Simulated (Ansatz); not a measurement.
Rows from a G0W0 calculation on MgI2 (layers cut from the bulk crystal) (Ansatz 0.2.0; G0W0 on PBE, plane waves, PAW; PAW set soft_1; 6×6×1 mesh, 216 empty bands, screening to 36 eV, PAW set soft_1 files), in eV. Spin-orbit coupling is left out.

| row | k | band | start | Σx | Σc at the solution | Vxc |
| --- | --- | --- | --- | --- | --- | --- |
| A | (0.000, -0.500, 0.000) | c1 | -2.705 | -6.320 | -2.809 | -10.275 |
| B | Γ | c1 | -2.259 | -6.382 | -2.780 | -10.253 |
| C | (0.000, -0.500, 0.000) | c2 | -0.886 | -5.391 | -2.963 | -9.404 |
| D | (0.000, -0.500, 0.000) | v1 | -6.818 | -17.379 | 1.901 | -14.478 |
| E | Γ | c2 | -1.399 | -5.597 | -3.062 | -9.689 |
| F | Γ | v1 | -6.345 | -17.746 | 1.791 | -15.042 |

Work out each quasiparticle level and how far it moved.

The quasiparticle equation reads E = start + Σx + Σc(E) − Vxc.

| row | E (eV) | shift (eV) |
| --- | --- | --- |
| A | -1.559 | +1.146 |
| B | -1.168 | +1.091 |
| C | 0.165 | +1.050 |
| D | -7.819 | −1.000 |
| E | -0.368 | +1.030 |
| F | -7.258 | −0.913 |

Limits: not at the basis limit; coarse mesh for a sheet; no spin-orbit coupling.

[Runs of the session that timed out or met a known fault of the program may be left out.]

[Cells called generated may have been cut or substituted from an entry of the Crystallography Open Database or the Materials Project.]

[Hosts, paths, dates, database ids (printed as entryN), source tags and the programs' standing remarks are cut or masked in the printed files.]
